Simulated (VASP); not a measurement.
A run of VASP 6.6.1:

Contents of INCAR:

```
ALGO = Normal
EDIFF = 1E-6
EDIFFG = -0.01
ENCUT = 600
GGA = PE
IBRION = 2
ISIF = 3
ISMEAR = 0
LASPH = T
LCHARG = F
LREAL = F
LWAVE = F
NELM = 80
NSW = 90
PREC = Accurate
SIGMA = 0.03
```

KPOINTS

```
k-points
0
Gamma
  14 14 14
```

File POSCAR:

```
C
1.0
    0.0000000000      1.7833700000      1.7833700000
    1.7833700000      0.0000000000      1.7833700000
    1.7833700000      1.7833700000      0.0000000000
C
2
Direct
    0.0000000000      0.0000000000      0.0000000000
    0.2500000000      0.2500000000      0.2500000000
```

Potentials or basis: VASP PAW PBE potentials, release 64 (C).

Command:

```sh
$ cat potpaw_PBE.64/C/POTCAR > POTCAR
$ mpirun -np 1 vasp_std > vasp.out
```

Hardware: 1 thread of Intel(R) Xeon(R) Platinum 8259CL CPU @ 2.50GHz (Skylake/Cascade Lake) (shared host).

Problem. Estimate the wall time of this run.

Solution. It took 12 s on 1 thread of Intel(R) Xeon(R) Platinum 8259CL CPU @ 2.50GHz (Skylake/Cascade Lake), on a shared host, peak memory 0.12 GiB. Counts: scf iterations 19, k points 104, ion steps 3.
